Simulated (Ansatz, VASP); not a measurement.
## Two plane-wave programs on Zn

File INCAR:

```
  PREC = Accurate
  ENCUT = 520
  EDIFF = 1E-6
  ISMEAR = -1
  SIGMA = 0.1
  LREAL = F
  LASPH = T
  NELM = 60
  ALGO = Normal
  ISIF = 2
  LWAVE = F
  LCHARG = F
  GGA = B5
  ALDAX = 1.0
  AGGAX = 1.0
  AGGAC = 1.0
  ALDAC = 0.0
  NBANDS = 12
```

Contents of KPOINTS:

```
Automatic mesh
0
Gamma
  15 15 15
```

Contents of POSCAR:

```
Zn
1.0
   -1.6948360484      1.6948360484      1.6948360484
    1.6948360484     -1.6948360484      1.6948360484
    1.6948360484      1.6948360484     -1.6948360484
Zn
1
Direct
    0.0000000000      0.0000000000      0.0000000000
```

Input for Ansatz:

```yaml
crystal:
  lattice:
    - [-1.6948360484, 1.6948360484, 1.6948360484]
    - [1.6948360484, -1.6948360484, 1.6948360484]
    - [1.6948360484, 1.6948360484, -1.6948360484]
  atoms:
    - { symbol: Zn, position: [0.0, 0.0, 0.0] }
hamiltonian:
  xc: blyp
  pseudopotentials:
    kind: paw
    azcp:
      Zn: "pseudopotentials/Zn.paw.azcp"
basis:
  ecutwfc: 420
  fft_grid_basis: typed
kpoints:
  mp_grid: { grid: [15, 15, 15], shift: [0, 0, 0] }
magnetization:
  spin_polarized: false
scf:
  occupations: { method: fermi_dirac, width: 0.1 }
  lower_state_search: "off"
output:
  stress: true
  write_density: true
  write_potential: true
  elf: true
  volumetric_format: npy
```

Alike in both runs: task single point; functional BLYP; k mesh 15 × 15 × 15; occupations fermi-dirac, width 0.1 eV; no spin polarisation.

|  | VASP | Ansatz |
| --- | --- | --- |
| version | VASP 6.6.1 | Ansatz 0.2.0 |
| potentials or method | VASP PAW PBE potentials, release 64 (Zn) | plane waves (420 eV) with PAW, scalar-relativistic |
| plane-wave cutoff (eV) | 520 | 420 |
| valence electrons in the cell | 12 | 12 |

|  | VASP | Ansatz | Ansatz less VASP |
| --- | --- | --- | --- |
| pressure (GPa) | -2.4 | -2.4 | -0.03 |

With one functional, cell and mesh, what is left measures potentials, basis and numerics.

Caveats: the PAW data sets were made with another functional, which shifts forces and pressure a little (VASP).
